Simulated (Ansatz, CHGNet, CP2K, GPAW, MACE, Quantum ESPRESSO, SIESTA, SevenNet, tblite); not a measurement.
# CP2K runs on NbH2(331) slab (72 atoms), part 2 of 3

How do the settings of CP2K change the result for NbH2(331) slab (72 atoms)? A plane-wave run serves as the yardstick.

Program: CP2K 2026.2; the method stands at each step. Banners, paths, timers and routine set-up lines are dropped from the logs unmarked, and long logs keep their key lines alone; longer cuts are marked.

So far. Step 2 (PBE, DZVP-UZH, 600/50 Ry, diagonalisation): Forces lie 4.0 % from the reference's, at 21 times its CPU time. Step 3 (PBE, TZVP-UZH, 600/50 Ry, diagonalisation): Against the first run (4.0 %), the force difference from the reference is 3.6 %, at 1.1 times the CPU time, with 1128 basis functions against 864: the larger basis brings the forces nearer.

## Step 4: PBE+D3(BJ), DZVP-UZH, 600/50 Ry, diagonalisation

Method: Kohn-Sham DFT, PBE+D3(BJ), GTH-PBE pseudopotentials, Gaussian and plane waves, DZVP-MOLOPT (UZH set), diagonalisation.

The input, input.inp:

```
&GLOBAL
  PROJECT cell
  RUN_TYPE ENERGY_FORCE
  PRINT_LEVEL LOW
&END GLOBAL
&FORCE_EVAL
  METHOD QS
  &DFT
    BASIS_SET_FILE_NAME BASIS_MOLOPT_UZH
    POTENTIAL_FILE_NAME POTENTIAL_UZH
    &MGRID
      CUTOFF 600
      REL_CUTOFF 50
      NGRIDS 5
    &END MGRID
    &QS
      EPS_DEFAULT 1.0E-12
    &END QS
    &SCF
      SCF_GUESS ATOMIC
      EPS_SCF 5.0E-06
      MAX_SCF 200
      ADDED_MOS 36
      &DIAGONALIZATION
        ALGORITHM STANDARD
      &END DIAGONALIZATION
      &SMEAR ON
        METHOD FERMI_DIRAC
        ELECTRONIC_TEMPERATURE [K] 580
      &END SMEAR
      &MIXING
        METHOD BROYDEN_MIXING
        ALPHA 0.2
        NBROYDEN 12
        BETA 0.05
      &END MIXING
      &PRINT
        &RESTART OFF
        &END RESTART
      &END PRINT
    &END SCF
    &XC
      &XC_FUNCTIONAL PBE
      &END XC_FUNCTIONAL
      &VDW_POTENTIAL
        POTENTIAL_TYPE PAIR_POTENTIAL
        &PAIR_POTENTIAL
          TYPE DFTD3(BJ)
          PARAMETER_FILE_NAME dftd3.dat
          REFERENCE_FUNCTIONAL PBE
        &END PAIR_POTENTIAL
      &END VDW_POTENTIAL
    &END XC
    &PRINT
      &MULLIKEN ON
      &END MULLIKEN
      &HIRSHFELD ON
        SHAPE_FUNCTION DENSITY
      &END HIRSHFELD
      &MO ON
        EIGENVALUES T
        OCCUPATION_NUMBERS T
        MO_INDEX_RANGE 169 192
        &EACH
          QS_SCF 0
        &END EACH
        ADD_LAST NUMERIC
      &END MO
    &END PRINT
  &END DFT
  &SUBSYS
    &CELL
      A 9.67958 0.00000 0.00000
      B -1.61326 7.03206 0.00000
      C 0.00000 0.00000 21.85118
    &END CELL
    &COORD
      Nb -1.58503 6.94486 7.26421
      H 8.09913 1.01923 7.02406
      H 6.46659 5.85018 7.51549
      Nb 8.05594 2.54160 8.33251
      H 6.44654 3.61617 8.01283
      H 6.45109 1.39136 8.57593
      Nb 6.47403 5.09121 9.36279
      H 8.08260 6.20460 9.10233
      H 8.09925 3.98401 9.59551
      Nb 6.53851 0.58837 10.38171
      H 8.11930 1.74479 10.18199
      H 6.44604 6.56844 10.65857
      Nb 8.01168 3.20289 11.47362
      H 6.48863 4.35756 11.19327
      H 6.45341 2.15378 11.65957
      Nb 6.36665 5.85672 12.39858
      H -1.51790 6.88052 12.24715
      H 8.05007 4.76710 12.70690
      Nb 6.51815 1.40578 13.50578
      H 8.11172 2.51199 13.29338
[... 48 atom lines left out ...]
      H 1.59294 0.28156 13.80579
      Nb 1.66523 3.93423 14.65209
      H 0.06326 5.07300 14.35338
      H 0.01299 2.84201 14.79587
    &END COORD
    &KIND Nb
      BASIS_SET DZVP-MOLOPT-PBE-GTH-q13
      POTENTIAL GTH-PBE-q13
    &END KIND
    &KIND H
      BASIS_SET DZVP-MOLOPT-PBE-GTH-q1
      POTENTIAL GTH-PBE-q1
    &END KIND
  &END SUBSYS
  &PRINT
    &FORCES ON
    &END FORCES
  &END PRINT
&END FORCE_EVAL
```

On the command line:

```sh
$ OMP_NUM_THREADS=1 mpirun -np 4 cp2k.psmp -i input.inp > output.txt
```

Numbers of over 12 decimals in the logs are rounded to 6 here.

Log:

```text
CP2K| version string:                                       CP2K version 2026.2
 CP2K| Input file name                                                 input.inp
 GLOBAL| Basis set file name                                    BASIS_MOLOPT_UZH
 GLOBAL| Potential file name                                       POTENTIAL_UZH
 GLOBAL| Run type                                                   ENERGY_FORCE
 GLOBAL| Total number of message passing processes                             4
 GLOBAL| Number of threads for this process                                    1
 TOTAL NUMBERS AND MAXIMUM NUMBERS
  Total number of            - Atomic kinds:                                   2
                             - Atoms:                                         72
[... lines left out ...]
                        Smear method:                                FERMI_DIRAC
[... lines left out ...]
 Number of electrons:                                                        360
[... lines left out ...]
  Step     Update method      Time    Convergence         Total energy    Change
[... lines left out ...]
  *** SCF run converged in    33 steps ***
[... lines left out ...]
  Fermi energy:                                                 0.099254
  Total energy:                                             -1387.466962
  Total energy (extrapolated to T->0):                      -1387.462723
[... lines left out ...]
 MO| E(Fermi):            0.099254 a.u.          2.700837 eV
[... lines left out ...]
       2     H        2          1.202075                             -0.202075
       3     H        2          1.169109                             -0.169109
[...]
71     H        2          1.170919                             -0.170919
      72     H        2          1.198643                             -0.198643
 # Total charge                            360.000000                  0.000000
 !-----------------------------------------------------------------------------!
 !-----------------------------------------------------------------------------!
                           Hirshfeld Charges
  #Atom  Element  Kind  Ref Charge     Population                    Net charge
      1       Nb     1      13.000         12.640                         0.360
      2       H      2       1.000          1.182                        -0.182
      3       H      2       1.000          1.168                        -0.168
[...]
71       H      2       1.000          1.168                        -0.168
     72       H      2       1.000          1.184                        -0.184
  Total Charge                                                            0.001
 !-----------------------------------------------------------------------------!
 ENERGY| Total FORCE_EVAL ( QS ) energy [hartree]          -1387.466982
 FORCES| Atomic forces [hartree/bohr]
 FORCES|   Atom     x               y               z               |f|
 FORCES|      1 -5.18836647E-03  2.36898018E-02  4.74282258E-02   5.32687756E-02
 FORCES|      2 -5.28957069E-04  1.81741825E-03 -1.26923857E-02   1.28327495E-02
 FORCES|      3  7.24689661E-04 -4.78845966E-03 -7.21802060E-03   8.69220009E-03
[...]
FORCES|     71 -3.24018668E-03  3.91158635E-03  6.65356728E-03   8.37073922E-03
 FORCES|     72 -1.71176064E-03  3.05964884E-03  1.67525186E-02   1.71154449E-02
 FORCES| Sum     5.00910986E-06 -7.12980444E-08 -7.74082914E-07
 FORCES| Total atomic force                                       5.06906987E-06
```

The job ended after 4.1 min (4 MPI ranks of Arm Neoverse V1, shared host; peak memory 5.7 GiB).

Against the reference:

| Item | Value |
| --- | --- |
| r.m.s. force component | 0.703 eV/Å |
| r.m.s. difference of force components | 30.17 meV/Å |
| longest difference of force vectors | 107.9 meV/Å |
| force difference over r.m.s. force | 4.37 % |
| slope of forces against the reference's | 1.018 |
| correlation of force components | 0.9992 |

Against the first run (4.0 %), the force difference from the reference is 4.4 %, at 0.98 times the CPU time; the model has changed, so this is no error of the program alone.

The difference per atom is largest on Nb (0.079 eV/Å on average, against 0.024 on H).

## Step 5: PBE, DZVP-MOLOPT (SR for Nb), 600/50 Ry, diagonalisation

Method: Kohn-Sham DFT, PBE, GTH-PBE pseudopotentials, Gaussian and plane waves, DZVP-MOLOPT-GTH, diagonalisation.

input.inp: that of step 4 with these lines changed.

```diff
@@ -8,4 +8,4 @@
   &DFT
-    BASIS_SET_FILE_NAME BASIS_MOLOPT_UZH
-    POTENTIAL_FILE_NAME POTENTIAL_UZH
+    BASIS_SET_FILE_NAME BASIS_MOLOPT
+    POTENTIAL_FILE_NAME GTH_POTENTIALS
     &MGRID
@@ -44,10 +44,2 @@
       &END XC_FUNCTIONAL
-      &VDW_POTENTIAL
-        POTENTIAL_TYPE PAIR_POTENTIAL
-        &PAIR_POTENTIAL
-          TYPE DFTD3(BJ)
-          PARAMETER_FILE_NAME dftd3.dat
-          REFERENCE_FUNCTIONAL PBE
-        &END PAIR_POTENTIAL
-      &END VDW_POTENTIAL
     &END XC
@@ -80,3 +72,3 @@
     &KIND Nb
-      BASIS_SET DZVP-MOLOPT-PBE-GTH-q13
+      BASIS_SET DZVP-MOLOPT-SR-GTH-q13
       POTENTIAL GTH-PBE-q13
@@ -84,3 +76,3 @@
     &KIND H
-      BASIS_SET DZVP-MOLOPT-PBE-GTH-q1
+      BASIS_SET DZVP-MOLOPT-GTH-q1
       POTENTIAL GTH-PBE-q1
```

Log:

```text
CP2K| version string:                                       CP2K version 2026.2
 CP2K| Input file name                                                 input.inp
 GLOBAL| Basis set file name                                        BASIS_MOLOPT
 GLOBAL| Potential file name                                      GTH_POTENTIALS
 GLOBAL| Run type                                                   ENERGY_FORCE
 GLOBAL| Total number of message passing processes                             4
 GLOBAL| Number of threads for this process                                    1
 TOTAL NUMBERS AND MAXIMUM NUMBERS
  Total number of            - Atomic kinds:                                   2
                             - Atoms:                                         72
[... lines left out ...]
                        Smear method:                                FERMI_DIRAC
[... lines left out ...]
 Number of electrons:                                                        360
[... lines left out ...]
  Step     Update method      Time    Convergence         Total energy    Change
[... lines left out ...]
  *** SCF run converged in    34 steps ***
[... lines left out ...]
  Fermi energy:                                                 0.095535
  Total energy:                                             -1398.546227
  Total energy (extrapolated to T->0):                      -1398.541828
[... lines left out ...]
 MO| E(Fermi):            0.095535 a.u.          2.599648 eV
[... lines left out ...]
       2     H        2          1.225689                             -0.225689
       3     H        2          1.195746                             -0.195746
[...]
71     H        2          1.198927                             -0.198927
      72     H        2          1.221339                             -0.221339
 # Total charge                            360.000000                  0.000000
 !-----------------------------------------------------------------------------!
 !-----------------------------------------------------------------------------!
                           Hirshfeld Charges
  #Atom  Element  Kind  Ref Charge     Population                    Net charge
      1       Nb     1      13.000         12.642                         0.358
      2       H      2       1.000          1.183                        -0.183
      3       H      2       1.000          1.168                        -0.168
[...]
71       H      2       1.000          1.168                        -0.168
     72       H      2       1.000          1.184                        -0.184
  Total Charge                                                            0.001
 !-----------------------------------------------------------------------------!
 ENERGY| Total FORCE_EVAL ( QS ) energy [hartree]          -1398.546244
 FORCES| Atomic forces [hartree/bohr]
 FORCES|   Atom     x               y               z               |f|
 FORCES|      1 -4.98148489E-03  2.42349925E-02  4.56560723E-02   5.19290572E-02
 FORCES|      2 -4.96244588E-04  1.63687370E-03 -1.31760163E-02   1.32865730E-02
 FORCES|      3  7.39891488E-04 -4.60223626E-03 -7.78308266E-03   9.07217690E-03
[...]
FORCES|     71 -3.29189906E-03  3.73141611E-03  7.14808706E-03   8.70948990E-03
 FORCES|     72 -1.73793271E-03  3.10949975E-03  1.71039985E-02   1.74710092E-02
 FORCES| Sum     1.00318148E-06  1.00043817E-05 -5.71469620E-06
 FORCES| Total atomic force                                       1.15651104E-05
```

Wall time 12 min (4 MPI ranks); peak memory 6.2 GiB; 47 min of CPU time.

Compared with the plane-wave run:

| Item | Value |
| --- | --- |
| r.m.s. force component | 0.6861 eV/Å |
| r.m.s. difference of force components | 10.34 meV/Å |
| longest difference of force vectors | 52.01 meV/Å |
| force difference over r.m.s. force | 1.498 % |
| slope of forces against the reference's | 0.9937 |
| correlation of force components | 0.9999 |

Against the first run (4.0 %), the force difference from the reference is 1.5 %, at 2.8 times the CPU time, with 864 basis functions against 864; this set comes with other potentials too, so the change isn't the basis's alone.

The difference per atom is largest on Nb (0.025 eV/Å on average, against 0.0095 on H).

## Step 6: r2SCAN, SCAN potentials, DZVP-UZH(SCAN), 600/50 Ry, diagonalisation

Method: Kohn-Sham DFT, r2SCAN, GTH-SCAN pseudopotentials, Gaussian and plane waves, DZVP-MOLOPT (UZH set), diagonalisation.

input.inp: that of step 5 with these lines changed.

```diff
@@ -8,4 +8,4 @@
   &DFT
-    BASIS_SET_FILE_NAME BASIS_MOLOPT
-    POTENTIAL_FILE_NAME GTH_POTENTIALS
+    BASIS_SET_FILE_NAME BASIS_MOLOPT_UZH
+    POTENTIAL_FILE_NAME POTENTIAL_UZH
     &MGRID
@@ -42,3 +42,7 @@
     &XC
-      &XC_FUNCTIONAL PBE
+      &XC_FUNCTIONAL
+        &MGGA_X_R2SCAN
+        &END MGGA_X_R2SCAN
+        &MGGA_C_R2SCAN
+        &END MGGA_C_R2SCAN
       &END XC_FUNCTIONAL
@@ -68,12 +72,13 @@
     &END CELL
-    &COORD
-[... 72 atom lines left out: the same atoms as in the first run ...]
-    &END COORD
+    &TOPOLOGY
+      COORD_FILE_NAME structure.xyz
+      COORD_FILE_FORMAT XYZ
+    &END TOPOLOGY
     &KIND Nb
-      BASIS_SET DZVP-MOLOPT-SR-GTH-q13
-      POTENTIAL GTH-PBE-q13
+      BASIS_SET DZVP-MOLOPT-SCAN-GTH-q13
+      POTENTIAL GTH-SCAN-q13
     &END KIND
     &KIND H
-      BASIS_SET DZVP-MOLOPT-GTH-q1
-      POTENTIAL GTH-PBE-q1
+      BASIS_SET DZVP-MOLOPT-SCAN-GTH-q1
+      POTENTIAL GTH-SCAN-q1
     &END KIND
```

The input, structure.xyz:

```xyz
72

[... 72 atom lines left out: the same atoms as in the first run ...]
```

On the command line:

```sh
$ OMP_NUM_THREADS=2 cp2k.psmp -i input.inp > output.txt
```

Log:

```text
CP2K| version string:                                       CP2K version 2026.2
 CP2K| Input file name                                                 input.inp
 GLOBAL| Basis set file name                                    BASIS_MOLOPT_UZH
 GLOBAL| Potential file name                                       POTENTIAL_UZH
 GLOBAL| Run type                                                   ENERGY_FORCE
 GLOBAL| Total number of message passing processes                             1
 GLOBAL| Number of threads for this process                                    2
[... lines left out ...]
                        Smear method:                                FERMI_DIRAC
[... lines left out ...]
 Number of electrons:                                                        360
[... lines left out ...]
  Step     Update method      Time    Convergence         Total energy    Change
[... lines left out ...]
  *** SCF run converged in    34 steps ***
[... lines left out ...]
  Fermi energy:                                                 0.103593
  Total energy:                                             -1387.235590
  Total energy (extrapolated to T->0):                      -1387.232166
[... lines left out ...]
 MO| E(Fermi):            0.103593 a.u.          2.818920 eV
[... lines left out ...]
                           Hirshfeld Charges
  #Atom  Element  Kind  Ref Charge     Population                    Net charge
      1       Nb     1      13.000         12.620                         0.380
      2       H      2       1.000          1.193                        -0.193
      3       H      2       1.000          1.179                        -0.179
[...]
71       H      2       1.000          1.179                        -0.179
     72       H      2       1.000          1.194                        -0.194
  Total Charge                                                            0.001
 !-----------------------------------------------------------------------------!
 ENERGY| Total FORCE_EVAL ( QS ) energy [hartree]          -1387.235560
 FORCES| Atomic forces [hartree/bohr]
 FORCES|   Atom     x               y               z               |f|
 FORCES|      1 -5.92966465E-03  2.47932171E-02  4.52907667E-02   5.19722819E-02
 FORCES|      2 -5.26021877E-04  1.92787160E-03 -1.29589197E-02   1.31120932E-02
 FORCES|      3  6.03073956E-04 -3.93330154E-03 -7.03595441E-03   8.08326751E-03
[...]
FORCES|     71 -3.54999448E-03  2.89727168E-03  6.36658539E-03   7.84410947E-03
 FORCES|     72 -1.79769437E-03  2.83737865E-03  1.69277786E-02   1.72578131E-02
 FORCES| Sum     9.52861705E-04  1.94957447E-04  7.08962071E-04
 FORCES| Total atomic force                                       1.20357013E-03
```

The job ended after 19 min (2 threads; peak memory 4.3 GiB; 37 min of CPU time).

Compared with the plane-wave run:

| Item | Value |
| --- | --- |
| r.m.s. force component | 0.6934 eV/Å |
| r.m.s. difference of force components | 29.52 meV/Å |
| longest difference of force vectors | 124.1 meV/Å |
| force difference over r.m.s. force | 4.276 % |
| slope of forces against the reference's | 1.004 |
| correlation of force components | 0.9991 |

Against the first run (4.0 %), the force difference from the reference is 4.3 %, at 2.2 times the CPU time (on 2 against 4 cores); the model has changed, so this is no error of the program alone.

The difference per atom is largest on Nb (0.073 eV/Å on average, against 0.026 on H).

## Step 7: PBE, DZVP-UZH, 420/50 Ry, diagonalisation

Method: Kohn-Sham DFT, PBE, GTH-PBE pseudopotentials, Gaussian and plane waves, DZVP-MOLOPT (UZH set), diagonalisation.

input.inp: that of step 6 with these lines changed.

```diff
@@ -11,5 +11,4 @@
     &MGRID
-      CUTOFF 600
+      CUTOFF 420
       REL_CUTOFF 50
-      NGRIDS 5
     &END MGRID
@@ -42,7 +41,3 @@
     &XC
-      &XC_FUNCTIONAL
-        &MGGA_X_R2SCAN
-        &END MGGA_X_R2SCAN
-        &MGGA_C_R2SCAN
-        &END MGGA_C_R2SCAN
+      &XC_FUNCTIONAL PBE
       &END XC_FUNCTIONAL
@@ -77,8 +72,8 @@
     &KIND Nb
-      BASIS_SET DZVP-MOLOPT-SCAN-GTH-q13
-      POTENTIAL GTH-SCAN-q13
+      BASIS_SET DZVP-MOLOPT-PBE-GTH-q13
+      POTENTIAL GTH-PBE-q13
     &END KIND
     &KIND H
-      BASIS_SET DZVP-MOLOPT-SCAN-GTH-q1
-      POTENTIAL GTH-SCAN-q1
+      BASIS_SET DZVP-MOLOPT-PBE-GTH-q1
+      POTENTIAL GTH-PBE-q1
     &END KIND
```

structure.xyz is that of step 6.

Log:

```text
CP2K| version string:                                       CP2K version 2026.2
 CP2K| Input file name                                                 input.inp
 GLOBAL| Basis set file name                                    BASIS_MOLOPT_UZH
 GLOBAL| Potential file name                                       POTENTIAL_UZH
 GLOBAL| Run type                                                   ENERGY_FORCE
 GLOBAL| Total number of message passing processes                             1
 GLOBAL| Number of threads for this process                                    2
[... lines left out ...]
                        Smear method:                                FERMI_DIRAC
[... lines left out ...]
 Number of electrons:                                                        360
[... lines left out ...]
  Step     Update method      Time    Convergence         Total energy    Change
[... lines left out ...]
  *** SCF run converged in    33 steps ***
[... lines left out ...]
  Fermi energy:                                                 0.099254
  Total energy:                                             -1386.885348
  Total energy (extrapolated to T->0):                      -1386.881110
[... lines left out ...]
 MO| E(Fermi):            0.099254 a.u.          2.700837 eV
[... lines left out ...]
                           Hirshfeld Charges
  #Atom  Element  Kind  Ref Charge     Population                    Net charge
      1       Nb     1      13.000         12.640                         0.360
      2       H      2       1.000          1.182                        -0.182
      3       H      2       1.000          1.168                        -0.168
[...]
71       H      2       1.000          1.168                        -0.168
     72       H      2       1.000          1.184                        -0.184
  Total Charge                                                            0.001
 !-----------------------------------------------------------------------------!
 ENERGY| Total FORCE_EVAL ( QS ) energy [hartree]          -1386.885369
 FORCES| Atomic forces [hartree/bohr]
 FORCES|   Atom     x               y               z               |f|
 FORCES|      1 -5.18261116E-03  2.38227762E-02  4.37743299E-02   5.01056492E-02
 FORCES|      2 -5.32399426E-04  1.82787862E-03 -1.33681742E-02   1.35030615E-02
 FORCES|      3  7.27221661E-04 -4.80382801E-03 -7.88173146E-03   9.25890412E-03
[...]
FORCES|     71 -3.25230267E-03  3.93576665E-03  7.31340355E-03   8.91928266E-03
 FORCES|     72 -1.72225148E-03  3.05143969E-03  1.74319382E-02   1.77806047E-02
 FORCES| Sum     3.65946564E-06 -1.15929781E-06 -3.48144972E-06
 FORCES| Total atomic force                                       5.18229219E-06
```

The job ended after 6.8 min (2 threads; peak memory 2.5 GiB).

Against the reference:

- r.m.s. force component: 0.6829 eV/Å
- r.m.s. difference of force components: 27.95 meV/Å
- longest difference of force vectors: 124.1 meV/Å
- force difference over r.m.s. force: 4.049 %
- slope of forces against the reference's: 0.9884
- correlation of force components: 0.9992
- energy less the same-level run's: -0.0004 meV/atom
- r.m.s. force difference from the same-level run: 0.064 meV/Å

Against the first run (4.0 %), the force difference from the reference is 4.0 %, at 0.76 times the CPU time (on 2 against 4 cores): the change moves forces by 0.064 meV/Å r.m.s., so most of the difference comes from elsewhere.

The difference per atom is largest on Nb (0.074 eV/Å on average, against 0.018 on H).

[end of part 2 of 3]

[Also dropped from logs without a mark: logging warnings of Python, and SIESTA's first energy breakdown and zero terms.]

[Logs are printed without paths, hosts, clocks, repeated set-up lines and the standing remarks that a program may print on its own settings, such as how far it seeks lower states.]

[Hosts, paths, dates, database ids (printed as entryN), source tags and the programs' standing remarks are cut or masked in the printed files.]
